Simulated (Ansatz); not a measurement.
# SnSe: strong compression

One table from this session's results is given with a row withheld; the runs are named, their logs left out.

Computed with Ansatz 0.2.0 (DFT, PBE, PAW with Ansatz's default frozen-core files, scalar-relativistic, unless a step's input says otherwise).

## Starting point

It takes space group Fm-3m (No. 225, cubic). The conventional cell has a = 5.291 Å, b = 5.291 Å, c = 5.291 Å, α = 90.00°, β = 90.00°, γ = 90.00°. Around Sn (site symmetry m-3m) lie 6 Se at 2.65 Å. Se (site symmetry m-3m) is surrounded by 6 Sn at 2.65 Å.

As a file:

```cif
data_structure
_symmetry_space_group_name_H-M 'Fm-3m'
_symmetry_Int_Tables_number 225
_cell_length_a 5.2908
_cell_length_b 5.2908
_cell_length_c 5.2908
_cell_angle_alpha 90.000
_cell_angle_beta 90.000
_cell_angle_gamma 90.000
_cell_volume 148.11
loop_
_atom_site_label
_atom_site_type_symbol
_atom_site_symmetry_multiplicity
_atom_site_Wyckoff_symbol
_atom_site_fract_x
_atom_site_fract_y
_atom_site_fract_z
_atom_site_occupancy
Sn1 Sn 4 a 0.00000 0.00000 0.00000 1
Se1 Se 4 b 0.50000 0.00000 0.00000 1
```

The file gives the conventional cell by its symmetry; the runs use the cell typed in the input.

Whether this phase is the stable one at these pressures isn't tested.

Atoms are numbered in the order of the input: Sn1, Se2.

Set-up of the first run:

Contents of input.yaml:

```yaml
crystal:
  lattice:
    - [0.0, 2.6454205252, 2.6454205252]
    - [2.6454205252, 0.0, 2.6454205252]
    - [2.6454205252, 2.6454205252, 0.0]
  atoms:
    - { symbol: Sn, position: [0.0, 0.0, 0.0] }
    - { symbol: Se, position: [0.5, 0.5, 0.5] }
kpoints:
  mp_grid: { grid: [14, 14, 14] }
scf:
  occupations: { method: fermi_dirac, width: 0.1 }
hamiltonian:
  xc: pbe
  pseudopotentials: { kind: paw }
output:
  forces: true
  stress: true
relax:
  f_tol: 0.005
  max_steps: 40
  cell: {}
```

Launch:

```bash
ansatz run input.yaml --threads 1 --pin off --max-ram 2048MiB --backend cpu --events-out ev --progress --plain --runs-dir out
```

Among the steps run: Cell relaxed at zero pressure, PAW; Volume scaled by 1, PAW; Volume scaled by 0.94, PAW; Volume scaled by 0.88, PAW; Volume scaled by 0.8, PAW; Volume scaled by 0.72, PAW; Volume scaled by 0.64, PAW; Volume scaled by 0.55, PAW; Volume scaled by 0.55, PAW (partial_waves polarizable).

One of the session's tables, all rows but one given; the rest of the session is left out.

 The rows PAW, 0.55 and PAW (partial_waves polarizable), 0.55 agree to the last digit and may rest on the same set-up.

| method | volume over the first | volume (Å³/atom) | pressure (GPa) |
| --- | --- | --- | --- |
| PAW | 1 | 27.844 | 0.00 |
| PAW | 0.94 | 26.174 | 3.41 |
| PAW | 0.88 | 24.503 | 8.08 |
| PAW | 0.8 | 22.275 | 17.26 |
| PAW | 0.72 | ? | ? |
| PAW | 0.64 | 17.820 | 56.04 |
| PAW | 0.55 | 15.314 | 103.62 |
| PAW (partial_waves polarizable) | 0.55 | 15.314 | 103.62 |

Q: Estimate the row for PAW, 0.72 from the others.

**Answer.** volume (Å³/atom): 20.048; pressure (GPa): 31.85. In the column «volume (Å³/atom)» it lies between PAW, 0.64 (17.820) and PAW, 0.8 (22.275).
